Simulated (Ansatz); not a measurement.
# Ru: one crystal by all-electron and frozen-core methods, part 2 of 2

Aim: solve Ru at one geometry with all-electron LAPW, PAW with frozen cores and all-electron PAW on datasets made for the crystal, and see where they agree. The cell is first relaxed from a guess with PAW; it needn't be the stable phase of this composition.

Ansatz 0.2.0; DFT PBE; a cell built from a prototype (diamond type), not taken from measurement. «Crystal datasets» are all-electron PAW datasets made for this crystal.

**3. All-electron LAPW**

This is Ru in the diamond structure; at room conditions it is hcp.

Contents of input.yaml:

```yaml
crystal:
  lattice:
    - [0.0, 2.7269856412, 2.7269856412]
    - [2.7269856412, 0.0, 2.7269856412]
    - [2.7269856412, 2.7269856412, 0.0]
  atoms:
    - { symbol: Ru, position: [0.0, 0.0, 0.0] }
    - { symbol: Ru, position: [0.25, 0.25, 0.25] }
kpoints:
  mp_grid: { grid: [10, 10, 10] }
  band_path:
    path:
      - [0.0, 0.0, 0.0]
      - [0.5, 0.0, 0.5]
      - [0.625, 0.25, 0.625]
      - [0.375, 0.375, 0.75]
      - [0.0, 0.0, 0.0]
      - [0.5, 0.5, 0.5]
      - [0.5, 0.25, 0.75]
      - [0.5, 0.0, 0.5]
    npoints: 14
scf:
  occupations: { method: fermi_dirac, width: 0.03 }
hamiltonian:
  xc: pbe
  pseudopotentials: { kind: all_electron, lapw: { basis_error: 0.0005 } }
output:
  forces: true
  stress: true
  eigenvalues: true
  populations: true
  dos: { projected: true, de: 0.2, e_range: [-14, 8] }
```

Launch:

```sh
ansatz run input.yaml --threads 1 --pin off --max-ram 2048MiB --backend cpu --events-out ev --progress --plain --runs-dir out
```

Log:

```text
Ru: projections on atomic orbitals take those of the free atom 1s2 2s2 2p6 3s2 3p6 3d10 4s2 4p6 4d7 5s1, of charge +0.00 (hamiltonian.pseudopotentials.projection_atoms)
LAPW: plane waves up to 10.031 Å⁻¹, error target 5.0e-4 eV per atom; small_component_spin mean_spin; Ru in spheres of 1.181 Å, 34 of its electrons in bands, Dirac shells []
Engine: ansatz 0.2.0
Pseudopotentials: kind: all_electron
Pseudopotential: Ru, LAPW, valence charge 34, Koelling and Harmon's equation, gaussian nucleus
Functional definition: PBE
  parameter kappa = 0.804
  parameter beta = 0.06672455060314922
  exchange = pbe_x(kappa = kappa, mu = beta*pi^2/3)
  correlation = pbe_c(beta = beta)
Crystal: 2 atoms, lattice volume = 40.558 Å³
Basis set: ecut = 383.36786863967995 eV, 701 PW (Γ), exchange–correlation at level 2
Bands: 41, of which v1, the nominal top of the filled ones, is band 34 counted from 1 (33 counted from 0)
Symmetry: 48 space group operations
Space group: Fd-3m (ITA 227), of the structure as read, at distance tolerance 3.4e-5 Å
k-points: 47 of 1000
Non-local potential: Ru, projectors of the file, none
Initial density: superposition of atomic densities (chi_scale 0.1, normalization cell)
Initial wavefunctions: plane waves of lowest kinetic energy (no species holds an atomic orbital)
Functional: x = pbe(κ = 0.804, μ = 0.2195149727645171), c = pbe(β = 0.06672455060314922)
iter 1 solved again at ethr=7.24e-4 eV; its pass at ethr=1.00e-1 eV (dr2=4.92e-1 eV) is discarded
SCF iter   1: F=—  HF=-246588.448982 eV  |F-HF|=—  |Δ(HF+E_count)|=         —  Δρ=4.68e-2  dr2=4.94e-1  ethr=7.24e-4  ⟨swp⟩=2.0  Hψ=11580  notcnv=0
preconditioner: auto → LDOS  [metal: Δε(μ)=0.019 eV  Ē_g=7.846 eV  σ=0.030 eV  W_gap=0.15  n_scr=14 (ndim 8)  ℏωp=23.3 eV  f_vac=0.193  D(μ)=1.38/eV (n_scr^D=14)  β→1.0]
iter 2 solved again at ethr=3.78e-5 eV; its pass at ethr=7.24e-4 eV (dr2=2.57e-2 eV) is discarded
SCF iter   2: F=—  HF=-246588.122121 eV  |F-HF|=—  |Δ(HF+E_count)|=   3.27e-1  Δρ=7.11e-3  dr2=2.57e-2  ethr=3.78e-5  ⟨swp⟩=2.0  Hψ=10030  notcnv=0
SCF iter   3: F=—  HF=-246588.009779 eV  |F-HF|=—  |Δ(HF+E_count)|=   1.12e-1  Δρ=4.27e-3  dr2=4.60e-3  ethr=3.78e-5  ⟨swp⟩=3.0  Hψ=6350  notcnv=0
SCF iter   4: F=—  HF=-246588.003449 eV  |F-HF|=—  |Δ(HF+E_count)|=         —  Δρ=8.21e-4  dr2=1.58e-4  ethr=6.77e-6  ⟨swp⟩=2.0  Hψ=5778  notcnv=0
the basis was enlarged: its passes take 624.7 KiB over the memory plan, 1 of 1 planned eigensolver slots
SCF iter   5: F=—  HF=-246588.003388 eV  |F-HF|=—  |Δ(HF+E_count)|=   6.12e-5  Δρ=1.15e-4  dr2=2.63e-6  ethr=2.32e-7  ⟨swp⟩=2.1  Hψ=5662  notcnv=0
SCF iter   6: F=-246588.003392 eV  HF=-246588.003392 eV  |F-HF|=4.58e-8  |Δ(HF+E_count)|=   3.85e-6  Δρ=1.28e-5  dr2=3.26e-8  ethr=3.87e-9  ⟨swp⟩=3.0  Hψ=6040  notcnv=0
SCF 1 converged in 6 iterations: F = -246588.003392 eV  dr2 = 3.26e-8
NSCF: frozen V_eff on 99 k-points
SCF converged after 6 iterations
Free energy (F): -246588.003392 eV
Harris-Foulkes:  -246588.003392 eV  (|F-HF|=4.58e-8)
Internal energy: -246587.998933 eV  (E = F + TS)
E sigma→0 (E₀):  -246588.001163 eV
Entropy (-TS):   -0.004458 eV (-2.229 meV/atom)
Fermi energy:    15.688268 eV
--- Per-component energies (eV) ---
  E_band       = -12693.975840
  E_kinetic    = 256421.494383
  E_xc         = -7280.700074
  E_electrostatic = -495728.793242  (all electrons and nuclei)
  E_smearing   = -0.004458  (= −TS)
  E_closure    = 0.000000  (closes the sum)
  E_atoms      = -246571.887780  (free atoms, spherical and without spin; not in F)
  Σ components = -246588.003392   (vs F -246588.003392, Δ=0.00e0)
  Basis errors (estimates in eV, not in F): energy 2.0e-4 per atom: plane waves 1.8e-4 (1.1e-4 summed), levels above the bands 1.9e-166, relativity 4.0e-8, radial functions 1.9e-5, core shells 1.4e-10; eigenvalues (radial functions only) 3.1e-7; not estimated: angular momenta, meshes, grids; target (lapw.basis_error) 5.0e-4; muffin-tin radii Ru 1.181 Å
--- Forces (eV/Å), atoms counted from 1 ---
  atom   1  Ru    -0.00000000    -0.00000000    -0.00000000
  atom   2  Ru    -0.00000000    -0.00000000    -0.00000000
  max |Σ_I F_I| component: 1.30e-16 eV/Å
--- Stress (GPa, compression-positive) ---
        0.020173      -0.000000       0.000000
       -0.000000       0.020173       0.000000
        0.000000       0.000000       0.020173
  P = ⅓ Tr σ = 0.0202 GPa (0.202 kbar)
--- Band table (eV; the first three rows and the last of 47) ---
  k-point 0: bands = ["-535.9026", "-535.9026", "-427.6726", "-427.6726", "-427.6726", "-427.6726", "-427.6726", "-427.6726", "-253.7280", "-253.7280", "-253.7280", "-253.7280", "-253.7280", "-253.7280", "-253.7242", "-253.7242", "-253.7242", "-253.7242", "-57.2077", "-56.7070", "-27.4303", "-27.4303", "-27.4303", "-26.5544", "-26.5544", "-26.5544", "10.1946", "11.9085", "11.9085", "12.4899", "12.4899", "12.4899", "15.2215", "15.2215", "15.2215", "17.5258", "17.5258", "28.2402", "28.6924", "28.6924", "28.6924"]
  k-point 1: bands = ["-535.9026", "-535.9026", "-427.6726", "-427.6726", "-427.6726", "-427.6726", "-427.6726", "-427.6726", "-253.7280", "-253.7280", "-253.7280", "-253.7280", "-253.7280", "-253.7280", "-253.7242", "-253.7242", "-253.7242", "-253.7242", "-57.1987", "-56.7163", "-27.4404", "-27.4404", "-27.4283", "-26.5568", "-26.5438", "-26.5438", "10.3763", "11.8181", "11.8181", "12.4868", "12.6413", "12.6413", "15.0746", "15.1935", "15.1935", "17.5194", "17.5194", "26.7759", "28.0695", "28.4748", "28.4748"]
  k-point 2: bands = ["-535.9026", "-535.9026", "-427.6726", "-427.6726", "-427.6726", "-427.6726", "-427.6726", "-427.6726", "-253.7280", "-253.7280", "-253.7280", "-253.7280", "-253.7280", "-253.7280", "-253.7242", "-253.7242", "-253.7242", "-253.7242", "-57.1735", "-56.7425", "-27.4657", "-27.4657", "-27.4232", "-26.5627", "-26.5171", "-26.5171", "10.8714", "11.7304", "11.7304", "12.5085", "12.8417", "12.8417", "14.7271", "15.1929", "15.1929", "17.4817", "17.4817", "24.4505", "26.9767", "27.7766", "27.7766"]
  k-point 46: bands = ["-535.9026", "-535.9026", "-427.6726", "-427.6726", "-427.6726", "-427.6726", "-427.6726", "-427.6726", "-253.7280", "-253.7280", "-253.7280", "-253.7280", "-253.7280", "-253.7280", "-253.7242", "-253.7242", "-253.7242", "-253.7242", "-56.9600", "-56.9600", "-27.6252", "-27.6252", "-26.9933", "-26.9933", "-26.3532", "-26.3532", "11.1914", "11.1914", "12.8438", "12.8438", "13.8969", "13.8969", "14.3592", "14.3592", "17.7559", "17.7559", "19.1546", "19.1546", "19.9275", "19.9275", "29.4616"]
--- Löwdin populations: 2 sites ---
  site symbol       q [e]
     0     Ru     43.9361
     1     Ru     43.9361
  spilling = 0.001453 (of n_electrons = 88.000000)
```

Wall time 22 s (1 thread of Intel Xeon 6975P-C (Granite Rapids), shared host); peak memory 0.49 GiB.

In short: pressure 0.02 GPa; no gap.

Levels at the path's labelled points, in eV from the Fermi level:

```
point  band 31  band 32  band 33  band 34  band 35  band 36  band 37
    Γ    -3.20    -3.20    -0.47    -0.47    -0.47     1.84     1.84
    X    -1.39    -1.39    -1.26    -1.26     1.68     1.68     3.36
    U    -1.96    -1.58    -1.29    -1.13     1.88     2.03     2.57
    K    -1.96    -1.58    -1.29    -1.13     1.88     2.03     2.57
    Γ    -3.20    -3.20    -0.47    -0.47    -0.47     1.84     1.84
    L    -3.44    -3.19    -0.38     0.21     0.21     1.39     1.39
    W    -1.86    -1.86    -1.33    -1.33     2.11     2.11     3.52
    X    -1.39    -1.39    -1.26    -1.26     1.68     1.68     3.36
```

States per cell in windows of 1 eV (zero at the Fermi level; grid of 0.20 eV, so sharp peaks spill over the borders):

```
from  to  total  Ru 4d  Ru 5s
  -6  -5   0.03   0.00   0.03
  -5  -4   2.75   2.45   0.28
  -4  -3   3.96   3.68   0.25
  -3  -2   4.33   3.71   0.56
  -2  -1   2.54   2.22   0.26
  -1   0   2.29   2.05   0.16
   0   1   1.41   1.18   0.18
   1   2   2.88   2.58   0.19
   2   3   1.74   1.45   0.21
   3   4   0.82   0.25   0.45
   4   5   0.71   0.12   0.31
```

**4. PAW with frozen cores**

Edit input.yaml of step 3 so:

```diff
@@ -25,3 +25,3 @@
   xc: pbe
-  pseudopotentials: { kind: all_electron, lapw: { basis_error: 0.0005 } }
+  pseudopotentials: { kind: paw }
 output:
@@ -30,3 +30,9 @@
   eigenvalues: true
+  efg: { contact_densities: true }
   populations: true
+  bader: true
   dos: { projected: true, de: 0.2, e_range: [-14, 8] }
+  write_density: true
+  write_potential: true
+  elf: true
+  volumetric_format: npy
```

Launch:

```sh
ansatz run input.yaml --threads 1 --pin off --max-ram 2048MiB --backend cpu --events-out ev --progress --plain --runs-dir out
```

Log, shortened:

```text
Ru: output.efg is read without spin–orbit coupling, which moves field gradients at and beside such atoms by some per cent and up to a factor of two; PAW files take it under magnetization.noncollinear and magnetization.spin_orbit
[...]
[... 3 set-up lines as earlier in the session ...]
[...]
Crystal: 2 atoms, lattice volume = 40.558 Å³
Basis set: ecut = 420 eV, 821 PW (Γ), exchange–correlation on 54×54×54 points (8 copies of the dense FFT grid, shifted against one another)
Bands: 20, of which v1, the nominal top of the filled ones, is band 16 counted from 1 (15 counted from 0)
[... 2 set-up lines as earlier in the session ...]
k-points: 47 of 1000
[...]
  atom   1  Ru V_zz =    +0.000000   η = 0.0000   by run symmetry: forbidden
            electrostatic potential = -6795.758494 V   contact ρ = 719513.142173 e/Å³
  atom   2  Ru V_zz =    +0.000000   η = 0.0000   by run symmetry: forbidden
            electrostatic potential = -6795.758494 V   contact ρ = 719513.142173 e/Å³
--- Band table (eV; the first three rows and the last of 47) ---
  k-point 0: bands = ["-58.7133", "-58.2115", "-28.9367", "-28.9367", "-28.9367", "-28.0610", "-28.0610", "-28.0610", "8.6911", "10.4025", "10.4025", "10.9851", "10.9851", "10.9851", "13.7147", "13.7147", "13.7147", "16.0192", "16.0192", "26.7326"]
[...]
--- Löwdin populations: 2 sites ---
  site symbol       q [e]
     0     Ru     15.9350
     1     Ru     15.9350
  spilling = 0.004061 (of n_electrons = 32.000000)
--- Bader charges: 2 sites ---
  site symbol  charge [e]  shift [e]
     0     Ru      0.0000     0.0000
     1     Ru      0.0000     0.0000
  estimated error of the sums over rays = 1.5e-4 e
```

Run time: 17 s. Hardware: 1 thread of Intel Xeon 6975P-C (Granite Rapids), shared host; peak memory 0.42 GiB.

This run gives: pressure 0.01 GPa; no gap.

```
atom  Bader charge (e)  basin volume (Å³)
 Ru1             +0.00              20.28
```

The fields are shown in the conventional cell of this run's space group, carried over from its grid by interpolation.

Density in a lattice plane of the grid's cell (edges 5.45 and 5.45 Å, at 0.000 of the third edge), which holds Ru.

Ten even steps from ' ' (0.04 e/Å³) to '@' (10.16 e/Å³):
```
@@%%++::                                  ::++%%
++==::..                                  ..::==
....                                          ..
                                                
                                                
                                                
                      ......                    
                  ..::==++==::..                
                  ::++%%@@%%++::                
                ..--##@@@@@@**--..              
                  ::++%%@@%%++::                
                  ..::==++==::..                
                      ......                    
                                                
                                                
                                                
....                                          ..
++==::..                                  ..::==
@@%%++::                                  ::++%%
@@@@**--..                              ..--##@@
```
Columns run along the first of these edges and rows up along the second, over one cell in 24 and 20 even steps from the bottom left corner. Atoms in the plane (fractional): Ru at (0.00, 0.00), Ru at (0.50, 0.50).

ELF in the same plane.

Values, 12 rows by 12 columns:
```
0.63 0.61 0.30 0.29 0.19 0.11 0.10 0.11 0.19 0.29 0.30 0.61
0.38 0.30 0.30 0.29 0.20 0.19 0.20 0.19 0.20 0.29 0.30 0.30
0.26 0.29 0.29 0.26 0.29 0.29 0.26 0.29 0.29 0.26 0.29 0.29
0.20 0.19 0.20 0.29 0.30 0.30 0.38 0.30 0.30 0.29 0.20 0.19
0.10 0.11 0.19 0.29 0.30 0.61 0.63 0.61 0.30 0.29 0.19 0.11
0.07 0.10 0.20 0.26 0.38 0.63 0.16 0.63 0.38 0.26 0.20 0.10
0.10 0.11 0.19 0.29 0.30 0.61 0.63 0.61 0.30 0.29 0.19 0.11
0.20 0.19 0.20 0.29 0.30 0.30 0.38 0.30 0.30 0.29 0.20 0.19
0.26 0.29 0.29 0.26 0.29 0.29 0.26 0.29 0.29 0.26 0.29 0.29
0.38 0.30 0.30 0.29 0.20 0.19 0.20 0.19 0.20 0.29 0.30 0.30
0.63 0.61 0.30 0.29 0.19 0.11 0.10 0.11 0.19 0.29 0.30 0.61
0.16 0.63 0.38 0.26 0.20 0.10 0.07 0.10 0.20 0.26 0.38 0.63
```
Columns run along the first of these edges and rows up along the second, over one cell in 12 and 12 even steps from the bottom left corner. Atoms in the plane (fractional): Ru at (0.00, 0.00), Ru at (0.50, 0.50).

Both are smooth fields of the valence electrons: close to the nuclei they are not physical.

**5. All-electron PAW on datasets made for the crystal**

Edit input.yaml of step 4 so:

```diff
@@ -20,3 +20,3 @@
       - [0.5, 0.0, 0.5]
-    npoints: 14
+    npoints: 8
 scf:
@@ -25,3 +25,3 @@
   xc: pbe
-  pseudopotentials: { kind: paw }
+  pseudopotentials: { kind: all_electron, datasets: crystal }
 output:
@@ -31,8 +31 @@
   efg: { contact_densities: true }
-  populations: true
-  bader: true
-  dos: { projected: true, de: 0.2, e_range: [-14, 8] }
-  write_density: true
-  write_potential: true
-  elf: true
-  volumetric_format: npy
```

Launch:

```sh
ansatz run input.yaml --threads 1 --pin off --max-ram 2048MiB --backend cpu --events-out ev --progress --plain --runs-dir out
```

Log, shortened:

```text
[...]
band count auto-derived: 21 (N_el = 32.0; filled up to band 16; 20 by the electrons, moments and atoms)
Ru: output.efg is read without spin–orbit coupling, which moves field gradients at and beside such atoms by some per cent and up to a factor of two; PAW files take it under magnetization.noncollinear and magnetization.spin_orbit
[...]
[... 1 set-up line as earlier in the session ...]
Pseudopotential: Ru, paw, valence charge 16, recommended cutoff 360 eV (normal), Koelling and Harmon's equation, gaussian nucleus
[... 1 set-up line as earlier in the session ...]
[...]
Crystal: 2 atoms, lattice volume = 40.558 Å³
Basis set: ecut = 360 eV, 609 PW (Γ), exchange–correlation on 48×48×48 points (8 copies of the dense FFT grid, shifted against one another)
Bands: 21, of which v1, the nominal top of the filled ones, is band 16 counted from 1 (15 counted from 0)
[... 1 set-up line as earlier in the session ...]
[...]
  atom   1  Ru    -0.00000000    -0.00000000    -0.00000000
  atom   2  Ru    -0.00000000     0.00000000    -0.00000000
[...]
--- Stress (GPa, compression-positive) ---
        0.021605       0.000000       0.000000
        0.000000       0.021605       0.000000
        0.000000       0.000000       0.021605
  P = ⅓ Tr σ = 0.0216 GPa (0.216 kbar)
--- PAW observables at the nuclei: V_zz in 10²¹ V/m², potentials from the cell's mean, atoms counted from 1 ---
  atom   1  Ru V_zz =    +0.000000   η = 0.0000   by run symmetry: forbidden
            electrostatic potential = -6795.878817 V   contact ρ = 719548.603079 e/Å³
  atom   2  Ru V_zz =    +0.000000   η = 0.0000   by run symmetry: forbidden
            electrostatic potential = -6795.878817 V   contact ρ = 719548.603079 e/Å³
--- Band table (eV; the first three rows and the last of 47) ---
  k-point 0: bands = ["-57.2079", "-56.7072", "-27.4305", "-27.4305", "-27.4305", "-26.5546", "-26.5546", "-26.5546", "10.1947", "11.9084", "11.9084", "12.4898", "12.4898", "12.4898", "15.2213", "15.2213", "15.2213", "17.5256", "17.5256"]
[...]
```

Run time: 9.2 s. Hardware: 1 thread of Intel Xeon 6975P-C (Granite Rapids), shared host; peak memory 0.52 GiB.

Read from it: pressure 0.02 GPa; no gap.

```
atom  contact density (e/Å³)
 Ru1                719548.6
```

**6. The methods compared**

```
          method  pressure (GPa)  SCF cycles, all passes
            LAPW            0.02                       6
             PAW            0.01                       7
crystal datasets            0.02                       8
```

**7. Summary of results**

The summary covers parts 1 to 2.

| quantity | value |
| --- | --- |
| pressure | LAPW 0.02, PAW 0.01, crystal datasets 0.02 GPa |
| gap (LAPW) | none |
| Bader charges (PAW) | Ru1 +0.00 e |

What this shows: The pressure is within half a GPa of zero, so the volume is close to equilibrium at this level. There is no gap at this level; the crystal is a metal here. Ru 4d carries the largest share, 96 %, of the projected states within 0.3 eV of the Fermi level. The projection holds only the free atom's occupied shells (Ru 5s, Ru 4d in this range). In pressure, PAW differs from LAPW by less than 0.01 GPa.
